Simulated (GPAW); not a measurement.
# MnO2 (P-3m1) in GPAW: single point with PBEsol

Aim: the single point of MnO2 with PBEsol.

Program: GPAW 26.7.0. These are calculated values, not measurements. Logs are shortened: lines on timing, memory, paths and dates and some standing lists are left out, and cuts for length are marked. The log counts tension as positive stress, the text compression.

### 1 The crystal as given

Symmetry: P-3m1, No. 164, trigonal system. The conventional cell has a = 2.857 Å, b = 2.857 Å, c = 4.601 Å, α = 90.00°, β = 90.00°, γ = 120.00°. Mn (site symmetry -3m) has 6 O at 1.90 Å as nearest neighbours. O (site symmetry 3m) is surrounded by 3 Mn at 1.90 Å.

Measurements of this composition are mostly on another form, of space group No. 136.

### 2 Single point, PBEsol, collinear spin, ferromagnetic start

run.py reads:

```python
from ase import Atoms
from ase.dft.bandgap import bandgap
from ase.io import write
from ase.units import GPa
from gpaw import GPAW, PW, setup_paths

setup_paths.insert(0, '.')

atoms = Atoms(['Mn', 'O', 'O'],
              cell=[[2.8565781804, 0.0, 0.0],
                    [-1.4282890902, 2.4738692722, 0.0],
                    [0.0, 0.0, 4.6013740589]],
              scaled_positions=[[0.0, 0.0, 0.5],
                                [0.3333333333, 0.6666666667, 0.70629257],
                                [0.6666666667, 0.3333333333, 0.29370743]],
              pbc=True)
atoms.set_initial_magnetic_moments([5.0, 0.0, 0.0])

calc = GPAW(mode=PW(600),
            xc='PBEsol',
            kpts={'size': (9, 9, 5), 'gamma': True},
            occupations={'name': 'fermi-dirac', 'width': 0.05},
            nbands=26,
            maxiter=120,
            txt='gpaw.txt')
atoms.calc = calc
energy = atoms.get_potential_energy()
forces = atoms.get_forces()
stress = atoms.get_stress()
calc.write('gs.gpw')
write('result.traj', atoms)
print(f'Energy: {energy:.6f} eV')
print('Forces (eV/A):')
print(forces.round(4))
print('Stress (GPa):', (stress / GPa).round(3))
print('Moments:', calc.get_magnetic_moments().round(3))
print('Fermi level:', round(calc.get_fermi_level(), 4), 'eV')
print(f'Gap: {bandgap(calc)[0]:.4f} eV, direct: {bandgap(calc, direct=True)[0]:.4f} eV')
```

Potentials or basis: PAW data sets generated in the run's folder for this functional, pw.

Launch:

```console
$ gpaw-setup -f PBEsol Mn O
$ OMP_NUM_THREADS=1 python run.py
```

gpaw.txt:

```text
__  _  _
 | _ |_)|_||  |
 |__||  | ||/\| - 26.7.0

Input parameters:
  mode=PW(ecut=600.0),
  kpts=MonkhorstPack(size=(9, 9, 5), gamma=True),
  maxiter=120,
  nbands=26,
  occupations=Occupations(name='fermi-dirac', width=0.05),
  xc=XC(name='PBEsol')

Diagonalizing LCAO Hamiltonian
Converting LCAO to pw mode

        O

       Mn
           O

Atoms  # Å, Bohr magnetons
|   | symbol |         x |        y |        z |    initial magnetic moments |
|---|--------|-----------|----------|----------|-----------------------------|
| 0 |     Mn |  0.000000 | 0.000000 | 2.300687 | ( 0.0000,  0.0000,  5.0000) |
| 1 |      O | -0.000000 | 1.649246 | 3.249916 | ( 0.0000,  0.0000,  0.0000) |
| 2 |      O |  1.428289 | 0.824623 | 1.351458 | ( 0.0000,  0.0000,  0.0000) |

Unit cell  # Å
| periodic |         x |        y |        z |  lengths |     angles |
|----------|-----------|----------|----------|----------|------------|
|      yes |  2.856578 | 0.000000 | 0.000000 | 2.856578 |  90.000000 |
|      yes | -1.428289 | 2.473869 | 0.000000 | 2.856578 |  90.000000 |
|      yes |  0.000000 | 0.000000 | 4.601374 | 4.601374 | 120.000000 |

Number of symmetries: 12
Symmetry operations  # r_c * U_cc + t_c -> r_c
|    | kind |            matrix            |
|----|------|------------------------------|
|  0 |  σ   |  1, 1, 0,  0,-1, 0,  0, 0, 1 |
|  1 |  S6  |  1, 1, 0, -1, 0, 0,  0, 0,-1 |
|  2 |  E   |  1, 0, 0,  0, 1, 0,  0, 0, 1 |
|  3 |  C2  |  1, 0, 0, -1,-1, 0,  0, 0,-1 |
|  4 |  C2  |  0, 1, 0,  1, 0, 0,  0, 0,-1 |
|  5 |  C3  |  0, 1, 0, -1,-1, 0,  0, 0, 1 |
|  6 |  S6  |  0,-1, 0,  1, 1, 0,  0, 0,-1 |
|  7 |  σ   |  0,-1, 0, -1, 0, 0,  0, 0, 1 |
|  8 |  σ   | -1, 0, 0,  1, 1, 0,  0, 0, 1 |
|  9 |  i   | -1, 0, 0,  0,-1, 0,  0, 0,-1 |
| 10 |  C3  | -1,-1, 0,  1, 0, 0,  0, 0, 1 |
| 11 |  C2  | -1,-1, 0,  0, 1, 0,  0, 0,-1 |

BZ-sampling:
  Number of BZ points: 405
  Number of IBZ points: 50

  Monkhorst-Pack size: [9, 9, 5]
  Monkhorst-Pack shift: [0, 0, 0]

K-points  # in reciprocal-cell coordinates
|     |                                coordinates |     weight |
|-----|--------------------------------------------|------------|
|   0 | (  0.00000000,   0.00000000,   0.00000000) | 0.00246914 |
|   1 | (  0.00000000,   0.00000000,   0.20000000) | 0.00493827 |
|   2 | (  0.00000000,   0.00000000,   0.40000000) | 0.00493827 |
|   3 | (  0.11111111,   0.00000000,  -0.40000000) | 0.01481481 |
|   4 | (  0.11111111,   0.00000000,  -0.20000000) | 0.01481481 |
|   5 | (  0.11111111,   0.00000000,   0.00000000) | 0.01481481 |
|   6 | (  0.11111111,   0.00000000,   0.20000000) | 0.01481481 |
|   7 | (  0.11111111,   0.00000000,   0.40000000) | 0.01481481 |
|   8 | (  0.22222222,  -0.11111111,   0.00000000) | 0.01481481 |
|   9 | (  0.22222222,  -0.11111111,   0.20000000) | 0.02962963 |
| ... |                                            |            |
|  49 | (  0.44444444,   0.44444444,   0.40000000) | 0.02962963 |

Plane wave coefficients: 1098
Cutoff: 600.0 eV

Spin-components: 2 (collinear spins)
Bands:           26
Projectors:      16
Spin-degeneracy: 1
[... 72 lines left out ...]

density mixing:
  MSR1-Mixer
  Pratt-step length: 0.05
  Maximum mixing coefficient: 0.75
  Old densities: 10
  SVD Regularization: 0.005
  Good broyden scale: 1.0
  Trust region scale: 1.0
  Backstep threshold: 4.0
  History deletion threshold: 6.0
  Fourier metric: weight=20.0, sigma=0.015

occupation numbers:
  Fermi-Dirac:
    width: 0.0500  # eV

poisson solver:
  ecut: 4800.0  # eV

xc functional:
  name: PBEsol with 2 nearest neighbor stencil

convergence criteria:
- Maximum [total energy] change in last 3 cyles: 0.0005 eV / valence electron
- Maximum integral of absolute [dens]ity change: 0.0001 electrons / valence electron
- Maximum integral of absolute [eigenst]ate change: 4e-08 eV^2 / valence electron
maximum number of iterations: 120

SCF iterations
|iter     | |      energy | eigst |  dens |  magmom |
|---------|-|-------------|-------|-------|---------|
|iter:   1| |  -27.577965 | +0.12 |       |  +5.0024|
|iter:   2| |  -26.553045 | -2.10 | -0.72 |  +4.9023|
|iter:   3| |  -25.604093 | -1.74 | -0.78 |  +4.1562|
|iter:   4| |  -25.783316 | -2.80 | -1.16 |  +3.7136|
|iter:   5| |  -25.888143 | -2.84 | -1.30 |  +3.1266|
|iter:   6| |  -25.905218 | -3.58 | -1.73 |  +2.9338|
|iter:   7| |  -25.908588 | -4.68 | -2.19 |  +2.9926|
|iter:   8| |  -25.908766c| -5.27 | -2.64 |  +3.0000|
|iter:   9| |  -25.908771c| -6.61 | -3.35 |  +3.0008|
|iter:  10| |  -25.908772c| -7.56c| -3.99 |  +3.0003|
|iter:  11| |  -25.908772c| -7.73c| -4.58c|  +3.0000|

Converged in 11 steps
Energy contributions relative to reference atoms: (reference = -35551.246552)

Energy contributions:
  Kinetic:          18.413969
  Coulomb:         -20.723570
  Zero:              0.391799
  External:          0.000000
  Xc:              -23.990960
  Entropy:          -0.000020
  Spinorbit:         0.000000
  ----------------------------
  Free energy:     -25.908782
  Extrapolated:    -25.908772

dipole moment: (-3.321779, -5.753489, 0.000001)  # |e|*Ang

Total magnetic moment: (0.000000, 0.000000, 2.999988)

Local magnetic moments
|        x |        y |        z |
|----------|----------|----------|
| 0.000000 | 0.000000 | 2.811313 |  # Mn   0
| 0.000000 | 0.000000 | 0.036330 |  # O    1
| 0.000000 | 0.000000 | 0.036330 |  # O    2

Fermi level: 4.405
Eigenvalues  # (at kpt = [0.000, 0.000, 0.000])
| band index |      eig [eV] | occ [0-1] |      eig [eV] | occ [0-1] |
|------------|---------------|-----------|---------------|-----------|
|          0 |       -77.289 |     1.000 |       -74.121 |     1.000 |
|        ... |               |           |               |           |
|          6 |        -2.427 |     1.000 |        -1.584 |     1.000 |
|          7 |        -2.033 |     1.000 |        -1.110 |     1.000 |
|          8 |        -2.033 |     1.000 |        -1.109 |     1.000 |
|          9 |         1.626 |     1.000 |         2.576 |     1.000 |
|         10 |         1.627 |     1.000 |         2.576 |     1.000 |
|         11 |         2.492 |     1.000 |         2.917 |     1.000 |
|         12 |         2.492 |     1.000 |         4.758 |     0.001 |
|         13 |         2.740 |     1.000 |         4.762 |     0.001 |
|         14 |         3.681 |     1.000 |         6.417 |     0.000 |
|         15 |         6.912 |     0.000 |         8.300 |     0.000 |
|         16 |         6.913 |     0.000 |         8.300 |     0.000 |
|         17 |        10.914 |     0.000 |        11.300 |     0.000 |
|         18 |        14.093 |     0.000 |        14.633 |     0.000 |
|         19 |        18.639 |     0.000 |        19.052 |     0.000 |
|         20 |        23.312 |     0.000 |        24.059 |     0.000 |
|        ... |               |           |               |           |
|         25 |        27.419 |     0.000 |        28.340 |     0.000 |

Gap: 0.712 eV
Transition (v -> c):
  (s=0, k=3, n=14, [0.11, 0.00, -0.40]) -> (s=1, k=2, n=12, [0.00, 0.00, 0.40])
Direct/indirect transitions are different
Direct gap: 0.777 eV
Transition at: (s=0->1, k=2, n=14, [0.00, 0.00, 0.40])

Forces  # eV/Ang
|        x |        y |        z |
|----------|----------|----------|
|  0.00000 |  0.00000 |  0.00000 |  # Mn   0
|  0.00000 | -0.00000 |  0.05587 |  # O    1
| -0.00000 | -0.00000 | -0.05587 |  # O    2

Stress tensor  # eV/Ang^3
|        x |        y |        z |
|----------|----------|----------|
| 0.030745 | 0.000000 | 0.000000 |
| 0.000000 | 0.030745 | 0.000000 |
| 0.000000 | 0.000000 | 0.026172 |

# Writing to gs.gpw (mode='')
```

It took 61 s on 1 thread of Arm Neoverse V2, shared host; peak memory 0.2 GiB.

What came out:

```
Free energy            : -25.9088 eV
Pressure               : -4.7 GPa
Largest force          : 0.056 eV/Å
Band gap on the k mesh : 0.71 eV, indirect (least direct gap 0.78 eV)
Net moment             : 3.00 μB per cell
Site moments           : Mn +2.81; O +0.04 μB
```

Forces on the atoms (eV/Å):
```
Mn   0.000  0.000  0.000
O    0.000  0.000  0.056
O    0.000  0.000 -0.056
```

Stress tensor (GPa, compression positive):
```
-4.93  0.00  0.00
 0.00 -4.93  0.00
 0.00  0.00 -4.19
```

Caveat: the cutoff is short for stress and forces, so pressures can be off by a GPa or more; an odd mesh through Γ misses points on the zone boundary, where band edges often lie; a cell with one magnetic atom can't hold antiferromagnetic order, which such compounds often take. PBEsol gaps usually lie below the measured ones, often by a third to a half.
